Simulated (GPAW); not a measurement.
# Ge (Fd-3m) in GPAW: a series of runs, part 2 of 2

GPAW 26.7.0. Earlier steps stand in the parts before.

## 4. Equation of state, revPBE+D3(BJ)

File run.py:

```python
from ase.calculators.mixing import SumCalculator
from ase.eos import EquationOfState
from ase.io import Trajectory, read
from ase.units import GPa
from dftd3.ase import DFTD3
from gpaw import GPAW, PW

atoms = read('Ge.cif')

traj = Trajectory('eos.traj', 'w')
volumes, energies = [], []
for x in [0.94, 0.96, 0.98, 1.0, 1.02, 1.04, 1.06]:
    a = atoms.copy()
    a.set_cell(atoms.cell * x**(1 / 3), scale_atoms=True)
    calc = GPAW(mode=PW(600),
                xc='revPBE',
                kpts={'size': (8, 8, 8), 'gamma': True},
                occupations={'name': 'fermi-dirac', 'width': 0.05},
                nbands=11,
                convergence={'density': 1e-05, 'energy': 1e-05},
                maxiter=150,
                txt=f'eos-{x:.2f}.txt')
    a.calc = SumCalculator([calc, DFTD3(method='revpbe', damping='d3bj')])
    energies.append(a.get_potential_energy())
    volumes.append(a.get_volume())
    p = -a.get_stress()[:3].mean() / GPa
    calc.write(f'eos-{x:.2f}.gpw')
    traj.write(a)
    print(f'{x:.2f} {volumes[-1]:10.4f} A^3 {energies[-1]:14.6f} eV {p:9.3f} GPa', flush=True)

v0, e0, B = EquationOfState(volumes, energies, eos='birchmurnaghan').fit()
print(f'V0 = {v0:.4f} A^3, E0 = {e0:.6f} eV, B0 = {B / GPa:.2f} GPa')
```

File Ge.cif:

```cif
data_Ge
_cell_length_a 4.00068289
_cell_length_b 4.00068289
_cell_length_c 4.00068289
_cell_angle_alpha 60.00000000
_cell_angle_beta 60.00000000
_cell_angle_gamma 60.00000000
_space_group_name_H-M_alt 'P1'
_space_group_name_Hall 'P 1'
_space_group_IT_number 1
loop_
_space_group_symop_operation_xyz
'x,y,z'
loop_
_atom_site_label
_atom_site_type_symbol
_atom_site_symmetry_multiplicity
_atom_site_Wyckoff_symbol
_atom_site_fract_x
_atom_site_fract_y
_atom_site_fract_z
_atom_site_occupancy
Ge1 Ge 1 a 0.7500000000 0.7500000000 0.7500000000 1
Ge2 Ge 1 a 0.5000000000 0.5000000000 0.5000000000 1
```

Potentials or basis: the program's PAW data sets (release 1.2.1) made for this functional, pw.

Command:

```sh
$ OMP_NUM_THREADS=1 python run.py
```

It took 71 s on 1 thread of Arm Neoverse V1, shared host; peak memory 0.24 GiB.

It converged, with:

```yaml
Equilibrium_volume: 22.99 Å³/atom
Bulk_modulus: 64 GPa
Pressure_derivative_of_the_bulk_modulus: 6.0
```

Energy against volume, from the lowest point:
```csv
volume (Å³/atom),energy (meV/atom)
21.281,30.52
21.733,15.69
22.186,6.07
22.639,1.06
23.092,0.00
23.545,2.37
23.997,7.82
```

## 5. Equation of state, LDA

File run.py:

```python
from ase.eos import EquationOfState
from ase.io import Trajectory, read
from ase.units import GPa
from gpaw import GPAW, PW, setup_paths

setup_paths.insert(0, '.')

atoms = read('POSCAR')

traj = Trajectory('eos.traj', 'w')
volumes, energies = [], []
for x in [0.94, 0.96, 0.98, 1.0, 1.02, 1.04, 1.06]:
    a = atoms.copy()
    a.set_cell(atoms.cell * x**(1 / 3), scale_atoms=True)
    calc = GPAW(mode=PW(600),
                xc='LDA',
                kpts={'size': (8, 8, 8), 'gamma': True},
                occupations={'name': 'fermi-dirac', 'width': 0.05},
                setups={'Ge': 'jth'},
                nbands=-7,
                convergence={'density': 1e-05, 'energy': 1e-05},
                maxiter=150,
                txt=f'eos-{x:.2f}.txt')
    a.calc = calc
    energies.append(a.get_potential_energy(force_consistent=True))
    volumes.append(a.get_volume())
    p = -a.get_stress()[:3].mean() / GPa
    calc.write(f'eos-{x:.2f}.gpw')
    traj.write(a)
    print(f'{x:.2f} {volumes[-1]:10.4f} A^3 {energies[-1]:14.6f} eV {p:9.3f} GPa', flush=True)

v0, e0, B = EquationOfState(volumes, energies, eos='birchmurnaghan').fit()
print(f'V0 = {v0:.4f} A^3, E0 = {e0:.6f} eV, B0 = {B / GPa:.2f} GPa')
```

File POSCAR:

```
Ge
1.0
    0.0000000000      2.8289100000      2.8289100000
    2.8289100000      0.0000000000      2.8289100000
    2.8289100000      2.8289100000      0.0000000000
Ge
2
Direct
    0.7500000000      0.7500000000      0.7500000000
    0.5000000000      0.5000000000      0.5000000000
```

Potentials or basis: JTH PAW 2.0, LDA, pw.

Command:

```sh
$ OMP_NUM_THREADS=1 python run.py
```

It took 2.3 min on 1 thread of Arm Neoverse V1, shared host; peak memory 0.25 GiB.

It converged, with:

* Equilibrium volume: 22.20 Å³/atom
* Bulk modulus: 70 GPa
* Pressure derivative of the bulk modulus: 3.8

Energy against volume, from the lowest point:
```
volume (Å³/atom)  energy (meV/atom)
          21.281               8.78
          21.733               2.15
          22.186               0.00
          22.639               1.82
          23.092               7.35
          23.545              16.19
          23.997              28.02
```

Caveat: the program truncates these outside data sets.

## 6. Band structure, mBEEF, spin-orbit coupling, no magnetisation

File run.py:

```python
import numpy as np
from ase.dft.bandgap import bandgap
from ase.io import read, write
from ase.units import GPa
from gpaw import GPAW, PW
from gpaw.spinorbit import soc_eigenstates

atoms = read('POSCAR')

calc = GPAW(mode=PW(600),
            xc='mBEEF',
            kpts={'size': (8, 8, 8), 'gamma': True},
            occupations={'name': 'fermi-dirac', 'width': 0.05},
            nbands=11,
            convergence={'density': 1e-05, 'energy': 1e-05},
            maxiter=150,
            txt='gpaw.txt')
atoms.calc = calc
energy = atoms.get_potential_energy()
forces = atoms.get_forces()
stress = atoms.get_stress()
calc.write('gs.gpw')
write('result.traj', atoms)
print(f'Energy: {energy:.6f} eV')
print('Forces (eV/A):')
print(forces.round(4))
print('Stress (GPa):', (stress / GPa).round(3))
print('Fermi level:', round(calc.get_fermi_level(), 4), 'eV')
print(f'Gap: {bandgap(calc)[0]:.4f} eV, direct: {bandgap(calc, direct=True)[0]:.4f} eV')

path = atoms.cell.bandpath('GXWKGLUWLK,UX', npoints=100, eps=1e-4)
bs_calc = calc.fixed_density(kpts=path, symmetry='off', nbands=21,
                             convergence={'bands': 'CBM+6.0', 'eigenstates': 1e-6}, txt='bands.txt')
bs = bs_calc.band_structure()
bs.write('bs.json')
print(f'Gap on the path: {bandgap(bs_calc)[0]:.4f} eV')

soc = soc_eigenstates(bs_calc, theta=54.7, phi=45, ignore_xc_potential=True)
np.savetxt('soc_bands.dat', soc.eigenvalues(), fmt='%.4f')
mesh = soc_eigenstates('gs.gpw', theta=54.7, phi=45, ignore_xc_potential=True)
np.savetxt('soc_mesh.dat', mesh.eigenvalues(), fmt='%.4f')
print('Fermi level with spin-orbit coupling:', round(mesh.fermi_level, 4), 'eV')
```

POSCAR is that of step 5.

Potentials or basis: GPAW PAW data sets (gpaw-data 1.2.1), pw.

Command:

```sh
$ OMP_NUM_THREADS=1 python run.py
```

gpaw.txt:

```text
__  _  _
 | _ |_)|_||  |
 |__||  | ||/\| - 26.7.0

Input parameters:
  mode=PW(ecut=600.0),
  convergence={'density': 1e-05, 'energy': 1e-05},
  kpts=MonkhorstPack(size=(8, 8, 8), gamma=True),
  maxiter=150,
  nbands=11,
  occupations=Occupations(name='fermi-dirac', width=0.05),
  xc=XC(name='mBEEF')

Diagonalizing LCAO Hamiltonian
Converting LCAO to pw mode

           Ge

       Ge

Atoms  # Å, Bohr magnetons
|   | symbol |        x |        y |        z |    initial magnetic moments |
|---|--------|----------|----------|----------|-----------------------------|
| 0 |     Ge | 4.243365 | 4.243365 | 4.243365 | ( 0.0000,  0.0000,  0.0000) |
| 1 |     Ge | 2.828910 | 2.828910 | 2.828910 | ( 0.0000,  0.0000,  0.0000) |

Unit cell  # Å
| periodic |        x |        y |        z |  lengths |    angles |
|----------|----------|----------|----------|----------|-----------|
|      yes | 0.000000 | 2.828910 | 2.828910 | 4.000683 | 60.000000 |
|      yes | 2.828910 | 0.000000 | 2.828910 | 4.000683 | 60.000000 |
|      yes | 2.828910 | 2.828910 | 0.000000 | 4.000683 | 60.000000 |

Number of symmetries: 24
Symmetry operations  # r_c * U_cc + t_c -> r_c
|    | kind |            matrix            |
|----|------|------------------------------|
|  0 |  E   |  1, 0, 0,  0, 1, 0,  0, 0, 1 |
|  1 |  σ   |  1, 0, 0,  0, 0, 1,  0, 1, 0 |
|  2 |  σ   |  1, 0,-1,  0, 1,-1,  0, 0,-1 |
|  3 |  C3  |  1, 0,-1,  0, 0,-1,  0, 1,-1 |
|  4 |  C3  |  1,-1, 0,  0,-1, 1,  0,-1, 0 |
|  5 |  σ   |  1,-1, 0,  0,-1, 0,  0,-1, 1 |
|  6 |  σ   |  0, 1, 0,  1, 0, 0,  0, 0, 1 |
|  7 |  C3  |  0, 1, 0,  0, 0, 1,  1, 0, 0 |
|  8 |  C2  |  0, 1,-1,  1, 0,-1,  0, 0,-1 |
|  9 |  S4  |  0, 1,-1,  0, 0,-1,  1, 0,-1 |
| 10 |  C3  |  0, 0, 1,  1, 0, 0,  0, 1, 0 |
| 11 |  σ   |  0, 0, 1,  0, 1, 0,  1, 0, 0 |
| 12 |  S4  |  0, 0,-1,  1, 0,-1,  0, 1,-1 |
| 13 |  C3  |  0, 0,-1,  0, 1,-1,  1, 0,-1 |
| 14 |  S4  |  0,-1, 1,  1,-1, 0,  0,-1, 0 |
| 15 |  C2  |  0,-1, 1,  0,-1, 0,  1,-1, 0 |
| 16 |  C3  |  0,-1, 0,  1,-1, 0,  0,-1, 1 |
| 17 |  S4  |  0,-1, 0,  0,-1, 1,  1,-1, 0 |
| 18 |  S4  | -1, 1, 0, -1, 0, 1, -1, 0, 0 |
| 19 |  C3  | -1, 1, 0, -1, 0, 0, -1, 0, 1 |
| 20 |  C3  | -1, 0, 1, -1, 1, 0, -1, 0, 0 |
| 21 |  S4  | -1, 0, 1, -1, 0, 0, -1, 1, 0 |
| 22 |  σ   | -1, 0, 0, -1, 1, 0, -1, 0, 1 |
| 23 |  C2  | -1, 0, 0, -1, 0, 1, -1, 1, 0 |

BZ-sampling:
  Number of BZ points: 512
  Number of IBZ points: 29

  Monkhorst-Pack size: [8, 8, 8]
  Monkhorst-Pack shift: [0.0625, 0.0625, 0.0625]

K-points  # in reciprocal-cell coordinates
|     |                                coordinates |     weight |
|-----|--------------------------------------------|------------|
|   0 | (  0.00000000,   0.00000000,   0.00000000) | 0.00195312 |
|   1 | (  0.12500000,   0.12500000,   0.00000000) | 0.01171875 |
[... 60 lines left out ...]

eigensolver:
  PPCG
  Converge bands: occupied
  niter=2

density mixing:
  MSR1-Mixer
  Pratt-step length: 0.05
  Maximum mixing coefficient: 0.75
  Old densities: 10
  SVD Regularization: 0.005
  Good broyden scale: 1.0
  Trust region scale: 1.0
  Backstep threshold: 4.0
  History deletion threshold: 6.0
  Fourier metric: weight=20.0, sigma=0.015

occupation numbers:
  Fermi-Dirac:
    width: 0.0500  # eV

poisson solver:
  ecut: 4800.0  # eV

xc functional:
  name: mBEEF with 2 nearest neighbor stencil

convergence criteria:
- Maximum integral of absolute [dens]ity change: 1e-05 electrons / valence electron
- Maximum [total energy] change in last 3 cyles: 1e-05 eV / valence electron
- Maximum integral of absolute [eigenst]ate change: 4e-08 eV^2 / valence electron
maximum number of iterations: 150

SCF iterations
|iter     | |      energy | eigst |  dens |
|---------|-|-------------|-------|-------|
|iter:   1| | -147.930743 | -0.61 |       |
|iter:   2| | -144.218451 | -1.48 | -0.97 |
|iter:   3| |-76981.723074 | +4.78 | -0.94 |
|iter:   4| | -142.030056 | +2.17 | +1.65 |
|iter:   5| | -144.292976 | +0.16 | -0.67 |
|iter:   6| | -144.330825 | -1.47 | -1.47 |
|iter:   7| | -144.330383 | -2.87 | -1.78 |
|iter:   8| | -144.330510 | -4.18 | -2.51 |
|iter:   9| | -144.330526 | -5.46 | -3.18 |
|iter:  10| | -144.330528c| -6.60 | -3.76 |
|iter:  11| | -144.330528c| -8.06c| -4.55 |
|iter:  12| | -144.330528c| -7.81c| -4.86 |
|iter:  13| | -144.330528c| -9.03c| -5.86c|

Converged in 13 steps
Energy contributions relative to reference atoms: (reference = -114195.275705)

Energy contributions:
  Kinetic:          33.341665
  Coulomb:         -29.729790
  Zero:              0.042419
  External:          0.000000
  Xc:             -147.984797
  Entropy:          -0.000048
  Spinorbit:         0.000000
  ----------------------------
  Free energy:    -144.330552
  Extrapolated:   -144.330528

dipole moment: (3.660090, 3.660090, 3.660090)  # |e|*Ang

Fermi level: 5.677
Eigenvalues  # (at kpt = [0.000, 0.000, 0.000])
| band index |      eig [eV] | occ [0-2] |
|------------|---------------|-----------|
|          0 |        -7.567 |     2.000 |
|          1 |         5.428 |     1.986 |
|          2 |         5.428 |     1.986 |
|          3 |         5.428 |     1.986 |
|          4 |         5.883 |     0.032 |
|          5 |         8.339 |     0.000 |
|          6 |         8.339 |     0.000 |
|          7 |         8.339 |     0.000 |
|          8 |        12.720 |     0.000 |
|          9 |        15.268 |     0.000 |
|         10 |        15.268 |     0.000 |

Gap: 0.455 eV
Transition (v -> c):
  (s=0, k=0, n=3, [0.00, 0.00, 0.00]) -> (s=0, k=0, n=4, [0.00, 0.00, 0.00])
No difference between direct/indirect transitions

Forces  # eV/Ang
|        x |        y |        z |
|----------|----------|----------|
| -0.00000 | -0.00000 |  0.00000 |  # Ge   0
| -0.00000 | -0.00000 | -0.00000 |  # Ge   1

Stress tensor  # eV/Ang^3
|         x |         y |         z |
|-----------|-----------|-----------|
| -0.003706 | -0.000000 |  0.000000 |
| -0.000000 | -0.003706 | -0.000000 |
|  0.000000 | -0.000000 | -0.003706 |

# Writing to gs.gpw (mode='')
```

Run time: 2.2 min. Hardware: 1 thread of Arm Neoverse V1, shared host; peak memory 0.3 GiB.

What came out:

```
Free energy             : -144.3306 eV
Pressure                : 0.6 GPa
Band gap on the k mesh  : 0.35 eV, direct
Band gap along the path : 0.35 eV, direct
```

Levels at the corners of the path, in eV from the valence-band top:
```tsv
point	band 4	band 5	band 6	band 7	band 8	band 9	band 10	band 11	band 12	band 13
Γ	-0.30	0.00	0.00	0.00	0.00	0.35	0.35	2.66	2.66	2.88
X	-9.13	-3.15	-3.15	-3.15	-3.15	1.10	1.10	1.10	1.10	9.99
W	-9.03	-3.97	-3.97	-3.89	-3.89	4.62	4.62	4.76	4.76	5.10
K	-8.52	-4.35	-4.35	-2.71	-2.71	1.51	1.51	4.46	4.46	7.68
Γ	-0.30	0.00	0.00	0.00	0.00	0.35	0.35	2.66	2.66	2.88
L	-7.73	-1.59	-1.59	-1.40	-1.40	0.49	0.49	4.00	4.00	4.10
U	-8.52	-4.35	-4.35	-2.71	-2.71	1.51	1.51	4.46	4.46	7.68
W	-9.03	-3.97	-3.97	-3.89	-3.89	4.62	4.62	4.76	4.76	5.10
L	-7.73	-1.59	-1.59	-1.40	-1.40	0.49	0.49	4.00	4.00	4.10
K	-8.52	-4.35	-4.35	-2.71	-2.71	1.51	1.51	4.46	4.46	7.68
U	-8.52	-4.35	-4.35	-2.71	-2.71	1.51	1.51	4.46	4.46	7.68
X	-9.13	-3.15	-3.15	-3.15	-3.15	1.10	1.10	1.10	1.10	9.99
```

Caveat: spin-orbit coupling was added after a scalar SCF, so levels and gaps hold it while energy, forces, pressure and moments don't; this program's spin-orbit splittings come out too wide for heavy elements; the PAW data sets were made with another functional, which shifts forces and pressure a little.

## 7. Summary

```tsv
task	level	potentials or basis	spin	data set	band path	band points	spin axis theta (degrees)	spin axis phi (degrees)	V0 of scaled cells (Å³/atom)	B0 (GPa)
equation of state	rSCAN+D4	GPAW PAW data sets (gpaw-data 1.2.1), pw	off	-	-	-	-	-	-	-
equation of state	PBE+D4	GPAW PAW data sets (gpaw-data 1.2.1), pw	off	-	-	-	-	-	23.18	65
equation of state	revPBE+D3(BJ)	the program's PAW data sets (release 1.2.1) made for this functional, pw	off	-	-	-	-	-	22.99	64
equation of state	LDA	JTH PAW 2.0, LDA, pw	off	Ge jth	-	-	-	-	22.20	70
band structure	mBEEF	GPAW PAW data sets (gpaw-data 1.2.1), pw	SOC, no magnetisation	-	GXWKGLUWLK,UX	100	54.7	45	-	-
```

Alike in all rows: cell as given; k mesh 8 × 8 × 8; cutoff (eV) 600; smearing fermi-dirac 0.05 eV.

Caveats: the PAW data sets were made with another functional, which shifts forces and pressure a little (some runs); the points scatter about the fit (some runs); the program truncates these outside data sets (some runs); spin-orbit coupling was added after a scalar SCF, so levels and gaps hold it while energy, forces, pressure and moments don't (some runs); this program's spin-orbit splittings come out too wide for heavy elements (some runs).

Absolute energies hang on the potentials; compare differences alone.

## 8. How close it comes

Step 3. Against the measured bulk modulus of Ge, 75.8 GPa (quoted in “Sub-monolayer structures of Ag overlayers on Ge(111): experimental observations and first-principles study”, 2019, arxiv:1908.00180), the calculated 65 GPa is off by -14.8 %. The fit is for a static lattice scaled at fixed shape and fixed fractional positions. The cell as given is a measured one (22.64 Å³/atom); PBE+D4 puts the equilibrium volume +2.4 % from it, thermal expansion not counted.

Step 4. Against the measured bulk modulus of Ge, 75.8 GPa (quoted in “Sub-monolayer structures of Ag overlayers on Ge(111): experimental observations and first-principles study”, 2019, arxiv:1908.00180), the calculated 64 GPa is off by -15.5 %. The fit is for a static lattice scaled at fixed shape and fixed fractional positions. The cell as given is a measured one (22.64 Å³/atom); revPBE+D3(BJ) puts the equilibrium volume +1.6 % from it, thermal expansion not counted.

Step 5. Measured bulk modulus of Ge: 75.8 GPa (quoted in “Sub-monolayer structures of Ag overlayers on Ge(111): experimental observations and first-principles study”, 2019, arxiv:1908.00180). This calculation gives 70 GPa (-8.0 %). The fit is for a static lattice scaled at fixed shape and fixed fractional positions. The cell as given is a measured one (22.64 Å³/atom); LDA puts the equilibrium volume -2.0 % from it, thermal expansion not counted.

Step 6. Measured gap of Ge: 0.666 eV (indirect; 293 K; “Electronic and optical properties of SixGe1-x-ySny alloys lattice-matched to Ge”, 2021, arxiv:2109.02782). This calculation gives 0.35 eV (-0.31 eV). 3 values of this kind are on record (0.666 to 0.807 eV); this one was drawn at random among those near their median. The value is that of mBEEF, without temperature or zero-point motion.
